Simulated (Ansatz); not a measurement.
# C7H8O: vertical ionisation energy

The task here is to estimate one member of a computed series from the others.

Method: unrestricted cation, the program's frozen cores in correlated methods; program: Ansatz 0.2.0, Gaussian basis.

The runs, in order: UKS PBE-D4/def2-TZVPP; UKS r2SCAN-D4/def2-TZVPP; UKS PBE0-D4/def2-TZVPP; UKS B3LYP-D4/def2-TZVPP; UKS wB97X-V/def2-TZVPP; UKS wB97M-V/def2-TZVPP; UKS B2PLYP/def2-TZVPP; UHF-CCSD(T)/def2-TZVPP; UHF-MP2/def2-QZVPP; extrapolation to the limit; then −ε(HOMO) from the neutral's earlier runs with LDA (SPW92), PBE-D4, revPBE-D4, BLYP-D4, r2SCAN-D4, B97M-V, PBE0-D4, B3LYP-D4, r2SCANh-D4, r2SCAN0-D4, HSE06-D4, BHLYP-D4, CAM-B3LYP-D4, LC-ωPBE, ωB97X-V, ωB97M-V.

## The geometry

The geometry comes from an earlier relaxation with PBE0-D4 in a triple-zeta def2 set; it is a stationary point, not always the lowest conformer.

16 atoms, charge 0, spin multiplicity 1.

Atoms are counted from 1 here; the program's logs count them from 0.

Bond lengths: O1–C2 1.410 Å, O1–H9 0.961 Å, C2–C3 1.505 Å, C2–H10 1.098 Å, C2–H11 1.094 Å, C3–C4 1.392 Å, C3–C8 1.390 Å, C4–C5 1.386 Å, C4–H12 1.084 Å, C5–C6 1.388 Å, C5–H13 1.084 Å, C6–C7 1.386 Å, C6–H14 1.084 Å, C7–C8 1.387 Å, C7–H15 1.084 Å, C8–H16 1.086 Å. Angles: C2–O1–H9 108.0°, O1–C2–C3 113.8°, O1–C2–H10 111.4°, O1–C2–H11 105.3°, C3–C2–H10 109.3°, C3–C2–H11 109.9°, H10–C2–H11 106.9°, C2–C3–C4 120.5°, C2–C3–C8 120.6°, C4–C3–C8 118.9°, C3–C4–C5 120.5°, C3–C4–H12 119.1°, C5–C4–H12 120.5°, C4–C5–C6 120.2°, C4–C5–H13 119.8°, C6–C5–H13 120.0°, C5–C6–C7 119.6°, C5–C6–H14 120.2° and more.

Set-up of the first run:

in.yaml reads:

```yaml
crystal:
  periodic: [false, false, false]
  atoms:
    - {symbol: O, position_ang: [2.348681, -1.512517, 0.681373]}
    - {symbol: C, position_ang: [1.163623, -1.080478, 1.312145]}
    - {symbol: C, position_ang: [0.266267, -0.264327, 0.422043]}
    - {symbol: C, position_ang: [0.806804, 0.626628, -0.500349]}
    - {symbol: C, position_ang: [-0.020644, 1.393544, -1.304958]}
    - {symbol: C, position_ang: [-1.399784, 1.285020, -1.193576]}
    - {symbol: C, position_ang: [-1.946189, 0.399548, -0.277271]}
    - {symbol: C, position_ang: [-1.115812, -0.372851, 0.521228]}
    - {symbol: H, position_ang: [2.102724, -1.997495, -0.111462]}
    - {symbol: H, position_ang: [0.596434, -1.927439, 1.721450]}
    - {symbol: H, position_ang: [1.493020, -0.476880, 2.163583]}
    - {symbol: H, position_ang: [1.884698, 0.707279, -0.585611]}
    - {symbol: H, position_ang: [0.412520, 2.083028, -2.020933]}
    - {symbol: H, position_ang: [-2.046331, 1.885506, -1.823127]}
    - {symbol: H, position_ang: [-3.022464, 0.302783, -0.189693]}
    - {symbol: H, position_ang: [-1.546646, -1.074147, 1.229359]}
basis:
  gaussian: {orbitals: def2-TZVPP}
total_charge: 1
magnetization: {spin_polarized: true, initial_magnetization: 1}
hamiltonian: {xc: pbe, dispersion: d4}
```

Run with:

```sh
$ ansatz run in.yaml --threads 2 --pin off --events-out ev --progress --plain --max-ram 32768MiB --backend cuda --devices 0, --max-vram 18GiB
```

Steps of the session up to this table: Cation, UKS PBE-D4/def2-TZVPP; Cation, UKS r2SCAN-D4/def2-TZVPP; Cation, UKS PBE0-D4/def2-TZVPP; Cation, UKS B3LYP-D4/def2-TZVPP; Cation, UKS wB97X-V/def2-TZVPP; Cation, UKS wB97M-V/def2-TZVPP; Cation, UKS B2PLYP (frozen core)/def2-TZVPP; Cation, UHF-CCSD(T)/def2-TZVPP; Cation, UHF-MP2/def2-QZVPP.

One table of the session follows, with a row left open; its other results are not shown here.

For comparison, −ε(HOMO) of the neutral from earlier runs:

```
  functional  −ε(HOMO) (eV)
 LDA (SPW92)           6.21
      PBE-D4           6.03
   revPBE-D4           5.96
     BLYP-D4           5.89
   r2SCAN-D4           6.25
      B97M-V           6.25
     PBE0-D4           7.13
    B3LYP-D4           6.91
  r2SCANh-D4           6.66
  r2SCAN0-D4           7.26
    HSE06-D4              ?
    BHLYP-D4           7.95
CAM-B3LYP-D4           8.35
     LC-ωPBE           9.64
     ωB97X-V           9.29
     ωB97M-V           9.22
```

Estimate the missing values for HSE06-D4.

**Answer.** −ε(HOMO) (eV): 6.73. In the column «−ε(HOMO) (eV)» it lies between r2SCANh-D4 (6.66) and B3LYP-D4 (6.91).

To keep in mind: The cation may have settled in a state other than its lowest; no search over hole states beyond the program's own was made.
